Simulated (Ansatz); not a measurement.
Two Ansatz runs on Ti

The cell is COD entry 1534878, as deposited and not checked against the literature; nothing was relaxed.

First run: DFT, r2SCAN, PAW with Ansatz's default frozen-core files, scalar-relativistic (Ansatz 0.2.0).

Command: `ansatz run input.yaml --threads 1 --pin off --max-ram 2048MiB --backend cpu --events-out ev --progress --plain --runs-dir out` The run took 5.3 s on 1 thread of Arm Neoverse V1, with other jobs on the host, peak memory 0.39 GiB.

```yaml
crystal:
  lattice:
    - [0.0, 2.03, 2.03]
    - [2.03, 0.0, 2.03]
    - [2.03, 2.03, 0.0]
  atoms:
    - { symbol: Ti, position: [0.0, 0.0, 0.0] }
kpoints:
  mp_grid: { grid: [15, 15, 15] }
  band_path:
    path:
      - [0.0, 0.0, 0.0]
      - [0.5, 0.0, 0.5]
      - [0.625, 0.25, 0.625]
      - [0.375, 0.375, 0.75]
      - [0.0, 0.0, 0.0]
      - [0.5, 0.5, 0.5]
      - [0.5, 0.25, 0.75]
      - [0.5, 0.0, 0.5]
    npoints: 5
scf:
  occupations: { method: fermi_dirac, width: 0.05 }
hamiltonian:
  xc: r2scan
  pseudopotentials: { kind: paw }
output:
  forces: true
  stress: true
  eigenvalues: true
  efg: { contact_densities: true }
```

Result: converged; pressure 4.37 GPa; no gap on the k mesh; 6 SCF iterations.

A second input differs as follows:

```diff
@@ -21,4 +21,5 @@
 scf:
   occupations: { method: fermi_dirac, width: 0.05 }
+  max_iter: 60
 hamiltonian:
   xc: r2scan
@@ -29,3 +30,5 @@
   eigenvalues: true
   efg: { contact_densities: true }
+basis:
+  ecutwfc: "40 Ry/bohr"
```

Problem. What is wrong with it, and what does the program do?

Solution. The fault is a cutoff in the wrong unit. The run refused before any iteration. The log ends:
```
Error: YAML parse error: error: line 33 column 12: unknown unit factor `Ry/bohr`
  --> <input>:33:12
   |
31 |   efg: { contact_densities: true }
32 | basis:
33 |   ecutwfc: "40 Ry/bohr"
   |            ^ unknown unit factor `Ry/bohr`
```
